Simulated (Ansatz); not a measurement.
# Zr2O: a trial structure relaxed, part 2 of 2

Where does Zr2O go from the start given, anti-rutile type (P4_2/mnm, No. 136)?

Ansatz 0.2.0; DFT r2SCAN, scalar-relativistic, plane waves, PAW.

## Step 4: The relaxation (candidate A)

Input file input.yaml:

```yaml
crystal:
  lattice:
    - [5.4149104562, 0.0, 0.0]
    - [0.0, 5.4149104562, 0.0]
    - [0.0, 0.0, 3.2851915414]
  atoms:
    - { symbol: Zr, position: [0.2865141263, 0.2865141263, 0.0] }
    - { symbol: Zr, position: [0.2134858737, 0.7865141263, 0.5] }
    - { symbol: Zr, position: [0.7134858737, 0.7134858737, 0.0] }
    - { symbol: Zr, position: [0.7865141263, 0.2134858737, 0.5] }
    - { symbol: O, position: [0.0, 0.0, 0.0] }
    - { symbol: O, position: [0.5, 0.5, 0.5] }
basis:
  ecutwfc: 500
kpoints:
  mp_grid: { grid: [8, 8, 12] }
hamiltonian:
  xc: r2scan
scf:
  occupations: { method: gaussian, width: 0.1 }
output:
  forces: true
  stress: true
  eigenvalues: true
  write_density: true
  write_potential: true
  elf: true
  volumetric_format: npy
relax:
  adjacent_minimum: "off"
  f_tol: 0.01
  max_steps: 80
  cell: { stress_tol: 0.05 }
```

Started as:

```
ansatz run input.yaml --threads 1 --pin off --max-ram 3072MiB --backend cpu --events-out ev --progress --plain --runs-dir out
```

Output:

```text
Warning: RAYON_NUM_THREADS=1 ignored (pool sized by the plan → 1); use --threads N
Engine: ansatz 0.2.0, aarch64-unknown-linux-gnu
Pseudopotentials: kind: paw
Pseudopotential: Zr, paw, valence charge 12, recommended cutoff 500 eV (meta_gga), Zr.paw.azcp
Pseudopotential: O, paw, valence charge 6, recommended cutoff 500 eV (meta_gga), O.paw.azcp
Functional definition: r2SCAN
  parameter k0 = 0.174
  parameter k1 = 0.065
  parameter a1 = 4.9479
  exchange = r2scan_x(k0 = k0, k1 = k1, a1 = a1)
  correlation = r2scan_c
Crystal: 6 atoms, lattice volume = 96.326 Å³
Basis set: ecut = 500 eV, 2455 PW (Γ), exchange–correlation on 160×160×96 points (64 copies of the dense FFT grid, shifted against one another)
Bands: 36, of which v1, the nominal top of the filled ones, is band 30 counted from 1 (29 counted from 0)
Symmetry: 16 space group operations
Space group: P42/mnm (ITA 136), of the structure as read, at distance tolerance 4.6e-5 Å
k-points: 105 of 768
Non-local potential: Zr, projectors of the file, l = 0: 3, l = 1: 2, l = 2: 2, l = 3: 2
Non-local potential: O, projectors of the file, l = 0: 2, l = 1: 2, l = 2: 1
PAW form: soft (Blöchl's): semilocal exchange-correlation on the pseudo side does not see the compensation charge
PAW frozen core: Zr, regenerated for the run's functional (the file was generated under x = pbe(κ = 0.804, μ = 0.2195149727645171), c = pbe(β = 0.06672455060314922))
PAW frozen core: O, regenerated for the run's functional (the file was generated under x = pbe(κ = 0.804, μ = 0.2195149727645171), c = pbe(β = 0.06672455060314922))
PAW one-centre angular grid: Zr, 590 points (default); XC on 160 Gauss nodes
PAW one-centre angular grid: O, 302 points (default); XC on 160 Gauss nodes
Initial density: superposition of atomic densities (neutral atoms: chi_scale 0, normalization atom), corrected by the library's trained network
Initial wavefunctions: pseudopotential atomic-orbital guess
Functional: x = r2scan, c = r2scan; τ floored in thin density (d = 2e-4 eV/Å³)
SCF iter   1: F=—  HF=-17923.453140 eV  |F-HF|=—  |Δ(HF+E_count)|=         —  Δρ=1.73e-2  dr2=3.04e-1  dr2_τ=2.11e-1  ethr=1.77e-3  ⟨swp⟩=4.8  Hψ=15123  notcnv=0
preconditioner: auto → Kerker (q_TF=auto, 2.521 Å⁻¹)  [metal: Δε(μ)=0.021 eV  Ē_g=6.326 eV  σ=0.100 eV  W_gap=0.12  n_scr=30 (ndim 8)  ℏωp=18.5 eV  f_vac=0.000  D(μ)=2.64/eV (n_scr^D=10)]
SCF iter   2: F=—  HF=-17923.672058 eV  |F-HF|=—  |Δ(HF+E_count)|=   2.19e-1  Δρ=8.25e-3  dr2=5.78e-2  dr2_τ=5.23e-3  ethr=5.06e-4  ⟨swp⟩=2.0  Hψ=6616  notcnv=0  defer=105
SCF iter   3: F=—  HF=-17923.672129 eV  |F-HF|=—  |Δ(HF+E_count)|=   7.16e-5  Δρ=3.16e-3  dr2=7.25e-3  dr2_τ=5.23e-4  ethr=9.64e-5  ⟨swp⟩=2.0  Hψ=4970  notcnv=0  defer=105
SCF iter   4: F=—  HF=-17923.673410 eV  |F-HF|=—  |Δ(HF+E_count)|=   1.28e-3  Δρ=8.67e-4  dr2=7.84e-4  dr2_τ=4.50e-5  ethr=1.21e-5  ⟨swp⟩=3.0  Hψ=6761  notcnv=0  defer=105
SCF iter   5: F=—  HF=-17923.673502 eV  |F-HF|=—  |Δ(HF+E_count)|=   9.20e-5  Δρ=5.11e-4  dr2=2.98e-4  dr2_τ=1.51e-5  ethr=1.31e-6  ⟨swp⟩=2.0  Hψ=5156  notcnv=0  defer=105
SCF iter   6: F=—  HF=-17923.673439 eV  |F-HF|=—  |Δ(HF+E_count)|=   6.36e-5  Δρ=7.74e-5  dr2=1.09e-5  dr2_τ=2.35e-7  ethr=4.96e-7  ⟨swp⟩=2.0  Hψ=4873  notcnv=0  defer=105
SCF iter   7: F=—  HF=-17923.673436 eV  |F-HF|=—  |Δ(HF+E_count)|=   2.43e-6  Δρ=2.60e-5  dr2=9.47e-7  dr2_τ=2.09e-8  ethr=1.82e-8  ⟨swp⟩=2.0  Hψ=5403  notcnv=0  defer=105
SCF iter   8: F=-17923.673436 eV  HF=-17923.673436 eV  |F-HF|=2.35e-9  |Δ(HF+E_count)|=   8.22e-8  Δρ=2.33e-6  dr2=5.08e-9  dr2_τ=5.56e-10  ethr=1.67e-10  ⟨swp⟩=11.2  Hψ=26834  notcnv=0
SCF 1 converged in 8 iterations: F = -17923.673436 eV  dr2 = 5.08e-9
relax step   1: F+E_penalty+E_count = -17923.67343625 eV  Δ(F+E_penalty+E_count) = +0.000e0 eV  max|allowed force component| = 1.332e-1 eV/Å  Δτ_max = 0.0000 Å  P = -0.172 GPa  Ω = 96.326 Å³  (8 SCF iters, dr2 threshold 1.00e-7 eV, accepted)
Crystal: 6 atoms, lattice volume = 96.211 Å³
Basis set: ecut = 500 eV, 2449 PW (Γ), exchange–correlation on 160×160×96 points (64 copies of the dense FFT grid, shifted against one another)
Initial density: handed on by an earlier stage of this run
Initial wavefunctions: those handed on with the density
iter 1 solved again at ethr=9.96e-6 eV; its pass at ethr=3.10e-3 eV (dr2=5.98e-3 eV) is discarded
SCF iter   1: F=—  HF=-17923.593519 eV  |F-HF|=—  |Δ(HF+E_count)|=         —  Δρ=2.98e-3  dr2=6.09e-3  dr2_τ=1.60e-1  ethr=9.96e-6  ⟨swp⟩=1.7  Hψ=19599  notcnv=0
preconditioner: auto → Kerker (q_TF=auto, 2.522 Å⁻¹)  [metal: Δε(μ)=0.005 eV  Ē_g=6.152 eV  σ=0.100 eV  W_gap=0.03  n_scr=30 (ndim 8)  ℏωp=18.5 eV  f_vac=0.000  D(μ)=2.38/eV (n_scr^D=10)]
SCF iter   2: F=—  HF=-17923.668567 eV  |F-HF|=—  |Δ(HF+E_count)|=   7.50e-2  Δρ=1.65e-3  dr2=1.56e-3  dr2_τ=1.38e-4  ethr=9.96e-6  ⟨swp⟩=2.0  Hψ=7068  notcnv=0
SCF iter   3: F=—  HF=-17923.668508 eV  |F-HF|=—  |Δ(HF+E_count)|=   5.89e-5  Δρ=4.21e-4  dr2=1.92e-4  dr2_τ=2.00e-5  ethr=2.59e-6  ⟨swp⟩=2.7  Hψ=6387  notcnv=0
SCF iter   4: F=—  HF=-17923.668528 eV  |F-HF|=—  |Δ(HF+E_count)|=   2.00e-5  Δρ=2.10e-4  dr2=3.83e-5  dr2_τ=3.78e-6  ethr=3.20e-7  ⟨swp⟩=2.3  Hψ=5413  notcnv=0
SCF iter   5: F=—  HF=-17923.668537 eV  |F-HF|=—  |Δ(HF+E_count)|=   8.96e-6  Δρ=1.29e-4  dr2=1.29e-5  dr2_τ=1.60e-6  ethr=6.38e-8  ⟨swp⟩=2.0  Hψ=4772  notcnv=0
SCF iter   6: F=—  HF=-17923.668539 eV  |F-HF|=—  |Δ(HF+E_count)|=   1.79e-6  Δρ=3.46e-5  dr2=9.90e-7  dr2_τ=8.56e-8  ethr=2.15e-8  ⟨swp⟩=2.1  Hψ=4936  notcnv=0
SCF iter   7: F=-17923.668539 eV  HF=-17923.668539 eV  |F-HF|=4.53e-8  |Δ(HF+E_count)|=   5.04e-7  Δρ=1.11e-5  dr2=1.11e-7  dr2_τ=7.84e-9  ethr=1.00e-9  ⟨swp⟩=10.2  Hψ=26266  notcnv=0
SCF 2 converged in 7 iterations: F = -17923.668539 eV  dr2 = 1.11e-7
relax step   2: F+E_penalty+E_count = -17923.66853934 eV  Δ(F+E_penalty+E_count) = +4.897e-3 eV  max|allowed force component| = 2.478e-2 eV/Å  Δτ_max = 0.0247 Å  P = -0.033 GPa  Ω = 96.211 Å³  energy of the carried Pulay correction = +8.069e-5 eV  (7 SCF iters, dr2 threshold 6.00e-7 eV, rejected (line search))
Crystal: 6 atoms, lattice volume = 95.990 Å³
Basis set: ecut = 500 eV, 2439 PW (Γ), exchange–correlation on 160×160×96 points (64 copies of the dense FFT grid, shifted against one another)
iter 1 solved again at ethr=4.51e-6 eV; its pass at ethr=3.10e-3 eV (dr2=2.71e-3 eV) is discarded
SCF iter   1: F=—  HF=-17923.667189 eV  |F-HF|=—  |Δ(HF+E_count)|=         —  Δρ=1.74e-3  dr2=2.79e-3  dr2_τ=1.67e-2  ethr=4.51e-6  ⟨swp⟩=2.0  Hψ=19870  notcnv=0
preconditioner: auto → Kerker (q_TF=auto, 2.523 Å⁻¹)  [metal: Δε(μ)=0.010 eV  Ē_g=6.161 eV  σ=0.100 eV  W_gap=0.05  n_scr=30 (ndim 8)  ℏωp=18.6 eV  f_vac=0.000  D(μ)=2.48/eV (n_scr^D=10)]
SCF iter   2: F=—  HF=-17923.680958 eV  |F-HF|=—  |Δ(HF+E_count)|=   1.38e-2  Δρ=8.20e-4  dr2=5.44e-4  dr2_τ=4.90e-5  ethr=4.51e-6  ⟨swp⟩=2.0  Hψ=6949  notcnv=0
SCF iter   3: F=—  HF=-17923.680963 eV  |F-HF|=—  |Δ(HF+E_count)|=   4.40e-6  Δρ=2.92e-4  dr2=9.81e-5  dr2_τ=5.25e-6  ethr=9.07e-7  ⟨swp⟩=2.1  Hψ=4492  notcnv=0
SCF iter   4: F=—  HF=-17923.680970 eV  |F-HF|=—  |Δ(HF+E_count)|=   7.86e-6  Δρ=1.03e-4  dr2=1.01e-5  dr2_τ=6.02e-7  ethr=1.64e-7  ⟨swp⟩=2.6  Hψ=6218  notcnv=0
SCF iter   5: F=—  HF=-17923.680972 eV  |F-HF|=—  |Δ(HF+E_count)|=   1.30e-6  Δρ=4.23e-5  dr2=1.51e-6  dr2_τ=1.69e-7  ethr=1.68e-8  ⟨swp⟩=3.0  Hψ=6454  notcnv=0
SCF iter   6: F=—  HF=-17923.680972 eV  |F-HF|=—  |Δ(HF+E_count)|=   2.08e-7  Δρ=1.90e-5  dr2=3.59e-7  dr2_τ=2.19e-8  ethr=2.52e-9  ⟨swp⟩=2.0  Hψ=4757  notcnv=0
SCF iter   7: F=—  HF=-17923.680972 eV  |F-HF|=—  |Δ(HF+E_count)|=   1.20e-7  Δρ=6.81e-6  dr2=4.07e-8  dr2_τ=2.26e-9  ethr=5.98e-10  ⟨swp⟩=2.8  Hψ=7056  notcnv=0
SCF iter   8: F=—  HF=-17923.680972 eV  |F-HF|=—  |Δ(HF+E_count)|=   1.85e-8  Δρ=2.67e-6  dr2=6.14e-9  dr2_τ=3.41e-10  ethr=6.78e-11  ⟨swp⟩=3.0  Hψ=7038  notcnv=0
SCF iter   9: F=—  HF=-17923.680972 eV  |F-HF|=—  |Δ(HF+E_count)|=   3.10e-9  Δρ=8.94e-7  dr2=6.63e-10  dr2_τ=4.03e-11  ethr=1.02e-11  ⟨swp⟩=3.0  Hψ=7044  notcnv=0
SCF iter  10: F=-17923.680972 eV  HF=-17923.680972 eV  |F-HF|=3.64e-12  |Δ(HF+E_count)|=  3.75e-10  Δρ=4.17e-8  dr2=1.60e-12  dr2_τ=9.35e-14  ethr=1.00e-12  ⟨swp⟩=4.7  Hψ=20112  notcnv=0
the search or the solves at the SCF's close seem to have found levels that the self-consistency loop had missed (the run counts 1). By its estimate they hold under 1e-12 electrons; where the run keeps them, the occupations were computed again with them
SCF 3 converged in 10 iterations: F = -17923.680972 eV  dr2 = 1.60e-12
relax step   3: F+E_penalty+E_count = -17923.68097213 eV  Δ(F+E_penalty+E_count) = -7.536e-3 eV  max|allowed force component| = 7.698e-3 eV/Å  Δτ_max = 0.0198 Å  P = +0.322 GPa  Ω = 95.990 Å³  energy of the carried Pulay correction = +2.364e-4 eV  (10 SCF iters, accepted)
[... 10 lines left out ...]
relax step   4: F+E_penalty+E_count = -17923.68060334 eV  Δ(F+E_penalty+E_count) = +3.688e-4 eV  max|allowed force component| = 6.862e-3 eV/Å  Δτ_max = 0.0001 Å  P = -0.432 GPa  Ω = 96.420 Å³  energy of the carried Pulay correction = -6.630e-5 eV  (5 SCF iters, dr2 threshold 6.00e-7 eV, rejected (line search))
[... 13 lines left out ...]
relax step   5: F+E_penalty+E_count = -17923.68112993 eV  Δ(F+E_penalty+E_count) = -1.578e-4 eV  max|allowed force component| = 1.967e-3 eV/Å  Δτ_max = 0.0006 Å  P = +0.016 GPa  Ω = 96.165 Å³  energy of the carried Pulay correction = +1.131e-4 eV  (8 SCF iters, accepted)
[... 9 lines left out ...]
relax step   6: F+E_penalty+E_count = -17923.68112823 eV  Δ(F+E_penalty+E_count) = +1.701e-6 eV  max|allowed force component| = 5.773e-5 eV/Å  Δτ_max = 0.0002 Å  P = -0.000 GPa  Ω = 96.175 Å³  energy of the carried Pulay correction = +1.061e-4 eV  (5 SCF iters, dr2 threshold 8.87e-9 eV, accepted)
Basis set: ecut = 500 eV, 2441 PW (Γ), exchange–correlation on 160×160×100 points (64 copies of the dense FFT grid, shifted against one another)
Initial wavefunctions: pseudopotential atomic-orbital guess (no wavefunctions were taken with the density)
iter 1 solved again at ethr=1.85e-8 eV; its pass at ethr=3.10e-3 eV (dr2=1.11e-5 eV) is discarded
SCF iter   1: F=—  HF=-17923.681027 eV  |F-HF|=—  |Δ(HF+E_count)|=         —  Δρ=1.61e-5  dr2=1.75e-8  dr2_τ=1.06e-7  ethr=1.85e-8  ⟨swp⟩=3.4  Hψ=26469  notcnv=0
SCF iter   2: F=—  HF=-17923.681027 eV  |F-HF|=—  |Δ(HF+E_count)|=   1.45e-7  Δρ=8.26e-6  dr2=5.11e-9  dr2_τ=1.67e-8  ethr=2.91e-11  ⟨swp⟩=2.1  Hψ=6950  notcnv=0
SCF iter   3: F=—  HF=-17923.681027 eV  |F-HF|=—  |Δ(HF+E_count)|=   1.63e-7  Δρ=1.14e-6  dr2=6.50e-10  dr2_τ=2.17e-10  ethr=8.51e-12  ⟨swp⟩=3.0  Hψ=7193  notcnv=0
SCF iter   4: F=—  HF=-17923.681027 eV  |F-HF|=—  |Δ(HF+E_count)|=  1.53e-10  Δρ=3.21e-7  dr2=7.17e-11  dr2_τ=1.77e-11  ethr=1.08e-12  ⟨swp⟩=2.0  Hψ=4845  notcnv=0
SCF iter   5: F=-17923.681027 eV  HF=-17923.681027 eV  |F-HF|=0.00e0  |Δ(HF+E_count)|=  1.24e-10  Δρ=1.11e-7  dr2=9.09e-12  dr2_τ=3.09e-12  ethr=1.00e-12  ⟨swp⟩=6.5  Hψ=16282  notcnv=0
SCF 7 converged in 5 iterations: F = -17923.681027 eV  dr2 = 9.09e-12
relax step   7: F+E_penalty+E_count = -17923.68102702 eV  Δ(F+E_penalty+E_count) = +1.012e-4 eV  max|allowed force component| = 4.595e-5 eV/Å  Δτ_max = 0.0000 Å  P = +0.001 GPa  Ω = 96.175 Å³  stress off target by 2.72e-3 GPa  SCF on the basis re-selected at this cell (its energy is not comparable with the rows above)  (5 SCF iters)
basis re-selected at this cell: Δ(F+E_penalty+E_count) = +1.012e-4 eV, ΔP = +0.001 GPa vs the last step (what re-selecting the basis moved, of the pressure what is left beyond the Pulay correction that the steps carried, after the strain that the cell walked since its last selection, with what the two solves' SCF thresholds leave and, on support functions, any second-order correction that the steps lacked; it is no measure of the basis error at this ecutwfc). The dense FFT grid was sized anew with the basis: this SCF ran on 40×40×25 points, the steps before it on 40×40×24, so part of this shift can come from that change (see relax.cell in the input reference). This SCF's stress stands 2.72e-3 GPa from its target on what of the cell is left free (relax.cell.stress_tol is 5.00e-2 GPa) and its largest allowed force component is 4.60e-5 eV/Å (relax.f_tol is 1.00e-2 eV/Å): within both
SCF converged after 5 iterations
Free energy (F): -17923.681027 eV
Harris-Foulkes:  -17923.681027 eV  (|F-HF|=0.00e0)
Internal energy: -17923.668461 eV  (E = F + TS)
E sigma→0 (E₀):  -17923.674744 eV
Entropy (-TS):   -0.012566 eV (-2.094 meV/atom)
Fermi energy:    15.630420 eV
--- Per-component energies (eV) ---
  E_band       = -344.017763
  E_kinetic    = 1689.827302
  E_local      = -3006.548058  (includes V_loc(G=0)·N_el)
  E_nonlocal   = 410.548871
  E_hartree    = 977.442782
  E_xc         = -772.636763
  E_vxc        = -1058.844589  (∫ρ·V_xc dr)
  E_paw        = -12203.256444  (= ΣΔE_a)
  E_vpaw       = -396.575144  (= ΣTr[D̂ρ^β])
  E_aug_tail   = 0.002144  (compensation charges beyond the density's cutoff)
  E_vtau       = 62.686099  (kinetic-family band-sum trace: ∫τ·v_τ [+ j·A + Jᵃ·Aᵃ] dr)
  E_ewald      = -5018.325447
  E_core_change = -0.722848  (= ΣΔE_core)
  E_smearing   = -0.012566  (= −TS)
  E_closure    = 0.000000  (closes the sum)
  Σ components = -17923.681027   (vs F -17923.681027, Δ=0.00e0)
--- Forces (eV/Å), atoms counted from 1 ---
  atom   1  Zr    -0.00004595    -0.00004595     0.00000000
  atom   2  Zr     0.00004595    -0.00004595     0.00000000
  atom   3  Zr     0.00004595     0.00004595     0.00000000
  atom   4  Zr    -0.00004595     0.00004595     0.00000000
  atom   5  O     -0.00000000    -0.00000000     0.00000000
  atom   6  O      0.00000000     0.00000000     0.00000000
  max |Σ_I F_I| component: 8.67e-18 eV/Å
--- Stress (GPa, compression-positive) ---
       -0.000558       0.000000       0.000000
        0.000000      -0.000558       0.000000
        0.000000       0.000000       0.002718
  P = ⅓ Tr σ = 0.0005 GPa (0.005 kbar)
--- Band table (eV; the first three rows and the last of 105) ---
  k-point 0: bands = ["-35.3894", "-35.2456", "-35.2456", "-35.1668", "-13.9992", "-12.9873", "-12.9873", "-12.9627", "-12.6489", "-12.5132", "-12.3814", "-12.3814", "-12.2581", "-12.2581", "-12.2255", "-12.1230", "-6.8758", "-5.4632", "7.5270", "7.5270", "7.9174", "8.7329", "8.7329", "9.1775", "10.8737", "12.8959", "14.8602", "14.8602", "15.5637", "15.5872", "15.9591", "16.3332", "16.7053", "16.7053", "17.0661", "17.8091"]
  k-point 1: bands = ["-35.3830", "-35.2431", "-35.2431", "-35.1679", "-13.9732", "-12.9733", "-12.9733", "-12.9461", "-12.6763", "-12.5280", "-12.4153", "-12.4153", "-12.2803", "-12.2641", "-12.2641", "-12.1346", "-6.8386", "-5.4784", "7.5930", "7.5930", "7.8547", "8.7341", "8.7341", "9.1187", "11.0260", "13.0238", "14.6640", "14.6640", "15.4391", "15.4921", "15.9820", "16.5020", "16.9094", "16.9094", "17.2363", "17.8253"]
  k-point 2: bands = ["-35.3648", "-35.2361", "-35.2361", "-35.1717", "-13.8982", "-12.9331", "-12.9331", "-12.8979", "-12.7473", "-12.5827", "-12.5049", "-12.5049", "-12.4183", "-12.2846", "-12.2846", "-12.1692", "-6.7368", "-5.5265", "7.7229", "7.7650", "7.7650", "8.7322", "8.7322", "8.9544", "11.4319", "13.3721", "14.3156", "14.3156", "15.1254", "15.1793", "16.1446", "16.9571", "17.2116", "17.2116", "17.7539", "17.9037"]
  k-point 104: bands = ["-35.2338", "-35.2338", "-35.2118", "-35.2118", "-13.6150", "-13.6150", "-13.0969", "-13.0969", "-12.6882", "-12.6882", "-12.5016", "-12.5016", "-12.4187", "-12.4187", "-12.2742", "-12.2742", "-6.1310", "-6.1310", "7.9229", "7.9229", "8.3242", "8.3242", "8.4085", "8.4085", "13.0039", "13.0039", "14.1888", "14.1888", "14.5538", "14.5538", "16.1668", "16.1668", "17.8712", "17.8712", "18.7448", "18.7448"]
--- Relaxed structure (6 steps of the walk, 4 accepted, 1 SCFs on fresh bases) ---
  F+E_penalty+E_count = -17923.68102702 eV   max|allowed force component| = 4.595e-5 eV/Å   (the final SCF, on the basis selected at the relaxed cell)
  cell:  # Å, volume = 96.1751 Å³
    - [5.4050432983989705, -2.4172020402212442e-34, 0.0]
    - [-2.4172020402212442e-34, 5.4050432983989705, 0.0]
    - [0.0, 0.0, 3.2920343833358103]
  atoms:
    - { symbol: Zr, position: [0.2889882320947215, 0.2889882320947215, 0.0] }
    - { symbol: Zr, position: [0.21101176790527845, 0.7889882320947214, 0.5] }
    - { symbol: Zr, position: [0.7110117679052784, 0.7110117679052784, 0.0] }
    - { symbol: Zr, position: [0.7889882320947214, 0.21101176790527845, 0.5] }
    - { symbol: O, position: [-2.669670917627351e-19, 5.506196267606408e-20, 0.0] }
    - { symbol: O, position: [0.5, 0.5, 0.5] }
```

It took 4.6 min on 1 thread of Arm Neoverse V2, shared host; peak memory 0.78 GiB.

Relaxation path:

| step | E - E(step 1) (eV/cell) | largest force component (eV/Å) | pressure (GPa) | volume (Å³) |
| --- | --- | --- | --- | --- |
| 1 | 0.0000 | 0.1332 | -0.17 | 96.33 |
| 2 | 0.0049 | 0.0248 | -0.03 | 96.21 |
| 3 | -0.0075 | 0.0077 | 0.32 | 95.99 |
| 4 | -0.0072 | 0.0069 | -0.43 | 96.42 |
| 5 | -0.0077 | 0.0020 | 0.02 | 96.17 |
| 6 | -0.0077 | 0.0001 | 0.00 | 96.18 |
| 7 | -0.0076 | 0.0000 | 0.00 | 96.18 |

Step 1 is the start. Step 7 repeats the geometry before it on a plane-wave basis chosen anew for that cell, so its energy need not be comparable with the rows above. Steps 2, 4 were tried and not accepted.

|  | before | after | change |
| --- | --- | --- | --- |
| a (Å) | 5.415 | 5.405 | -0.2 % |
| b (Å) | 5.415 | 5.405 | -0.2 % |
| c (Å) | 3.285 | 3.292 | +0.2 % |
| volume (Å³/atom) | 16.05 | 16.03 | -0.2 % |
| shortest distance (Å) | 2.194 | 2.209 | +0.7 % |
| space group (0.01 Å) | P4_2/mnm | P4_2/mnm | same |

The run keeps the 16 symmetry operations of the start, so it could not have lowered the symmetry.

Density in a lattice plane of the grid's cell (edges 5.41 and 5.41 Å, at 0.000 of the third edge), which holds Zr and O.

Values in e/Å³, 12 rows by 12 columns:
```
3.85 1.76 0.37 0.15 0.15 0.15 0.15 0.20 0.34 0.36 0.47 1.82
0.58 0.37 0.19 0.16 0.18 0.18 0.21 0.75 2.26 2.39 0.88 0.47
0.17 0.15 0.16 0.19 0.20 0.20 0.33 2.12 3.88 3.97 2.39 0.36
0.14 0.15 0.18 0.20 0.19 0.18 0.30 2.02 3.87 3.88 2.26 0.34
0.14 0.15 0.18 0.20 0.18 0.15 0.16 0.64 2.02 2.12 0.75 0.20
0.14 0.15 0.21 0.33 0.30 0.16 0.11 0.16 0.30 0.33 0.21 0.15
0.14 0.20 0.75 2.12 2.02 0.64 0.16 0.15 0.18 0.20 0.18 0.15
0.14 0.34 2.26 3.88 3.87 2.02 0.30 0.18 0.19 0.20 0.18 0.15
0.17 0.36 2.39 3.97 3.88 2.12 0.33 0.20 0.20 0.19 0.16 0.15
0.58 0.47 0.88 2.39 2.26 0.75 0.21 0.18 0.18 0.16 0.19 0.37
3.85 1.82 0.47 0.36 0.34 0.20 0.15 0.15 0.15 0.15 0.37 1.76
7.57 3.85 0.58 0.17 0.14 0.14 0.14 0.14 0.14 0.17 0.58 3.85
```
Columns run along the first of these edges and rows up along the second, over one cell in 12 and 12 even steps from the bottom left corner. Atoms in the plane (fractional): Zr at (0.29, 0.29), Zr at (0.71, 0.71), O at (1.00, 0.00).

ELF in the same plane.

Ten even steps from '0' (0.04) to '9' (0.81):
```
689962135676542111015998
999741136776311234312699
886311246875213689962147
432111357874237999997212
111123578874259952599610
234456789863269830289721
356778898852148976799521
577788877641015899986212
676655443210001467642124
664222221000000012222246
642124676410001234455667
521268999851014677888777
312599767984125889887765
212798203896236898765443
101699525995247887532111
421279999973247875311123
874126998631257864211368
999621343211367763114799
689951011124567653126998
259973113456665431137995
```
Columns run along the first of these edges and rows up along the second, over one cell in 24 and 20 even steps from the bottom left corner. Atoms in the plane (fractional): Zr at (0.29, 0.29), Zr at (0.71, 0.71), O at (1.00, 0.00).

Both are smooth fields of the valence electrons: close to the nuclei they are not physical.

Maxima of ELF outside the ion cores: 0.82 in the shell around O, 0.6 Å from O; 0.75 between the atoms, 1.8 Å from Zr.

## Step 5: Results

This closing draws on all 2 parts.

Formation energies count from the elements, computed with the same settings in runs not shown here.

Rows marked E are candidates relaxed earlier by the same steps.

```
candidate                                                             start  space group at the end  atoms  volume (Å³/atom)  energy above the lowest (meV/atom)  gap on the mesh (eV)  formation energy (eV/atom)
        A                              anti-rutile type (P4_2/mnm, No. 136)                P4_2/mnm      6             16.03                                 0.0                  0.00                      -1.936
       E4                 anti-tetragonal zirconia type (P4_2/nmc, No. 137)                P4_2/nmc      6             18.72                               178.9                  0.00                      -1.757
       E1  structure listed in a database for this formula (Pn-3m, No. 224)                   Pn-3m      6             18.96                               199.4                  0.00                      -1.737
       E3                                  anti-CaC2 type (I4/mmm, No. 139)                  I4/mmm      3             15.30                               672.4                  0.00                      -1.264
       E2                           cubic Laves (C15) type (Fd-3m, No. 227)                   Fd-3m      6             18.81                              2802.4                  0.00                      +0.866
```

A (P4_2/mnm) is lowest, 179 meV/atom under E4. Other structures, not tried here, may lie lower. With -1.94 eV/atom the lowest lies under the elements, which doesn't yet make it stable against other compounds of them.
